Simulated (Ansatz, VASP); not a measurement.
## Two plane-wave programs on Au

The input INCAR:

```
SYSTEM = Au
  PREC = Accurate
  ENCUT = 600
  EDIFF = 1E-6
  ISMEAR = 0
  SIGMA = 0.1
  LREAL = .False.
  LASPH = .True.
  NELM = 100
  ALGO = Normal
  ISIF = 3
  LWAVE = .False.
  LCHARG = .False.
  GGA = PE
  IBRION = 2
  NSW = 100
  EDIFFG = -0.01
```

File KPOINTS:

```
Automatic mesh
0
Gamma
  20 20 20
  0 0 0
```

The input POSCAR:

```
Au
1.0
    2.7323802322      0.0000000000      0.0000000000
    0.0000000000      2.7323802322      0.0000000000
    0.0000000000      0.0000000000      2.7323802322
Au
1
Direct
    0.0000000000      0.0000000000      0.0000000000
```

Input for Ansatz:

```yaml
crystal:
  lattice:
    - [2.7323802322, 0.0, 0.0]
    - [0.0, 2.7323802322, 0.0]
    - [0.0, 0.0, 2.7323802322]
  atoms:
    - { symbol: Au, position: [0.0, 0.0, 0.0] }
basis:
  ecutwfc: 420
kpoints:
  mp_grid: { grid: [20, 20, 20] }
hamiltonian:
  xc: pbe
scf:
  occupations: { method: gaussian, width: 0.1 }
output:
  forces: true
  stress: true
  eigenvalues: true
  write_density: true
  write_potential: true
  elf: true
  volumetric_format: npy
relax:
  adjacent_minimum: "off"
  f_tol: 0.01
  max_steps: 80
  cell: { stress_tol: 0.05 }
```

Alike in both runs: task relaxation of cell and atoms; functional PBE; k mesh 20 × 20 × 20; occupations gaussian, width 0.1 eV; no spin polarisation.

|  | VASP | Ansatz |
| --- | --- | --- |
| version | VASP 6.6.1 | Ansatz 0.2.0 |
| potentials or method | VASP PAW PBE potentials, release 64 (Au) | scalar-relativistic, plane waves, PAW |
| plane-wave cutoff (eV) | 600 | 420 |
| valence electrons in the cell | 11 | 19 |

|  | VASP | Ansatz | Ansatz less VASP |
| --- | --- | --- | --- |
| gap on the k mesh at the Fermi level, each at its own relaxed structure (eV) | none | none | - |
| relaxed volume (Å³/atom) | 20.74 | 20.76 | +0.022 |
| relaxed cell length with the largest relative difference (Å) | 2.747 | 2.748 | +0.0010 |
| energy change over the relaxation (meV/atom) | -2 | -2 | -0.3 |

A gap of «none» marks a metal or a gap that the smearing closes. The two sets of potentials don't hold the same shells in valence.

The runs have no spin-orbit coupling, so splittings on Au are missing.
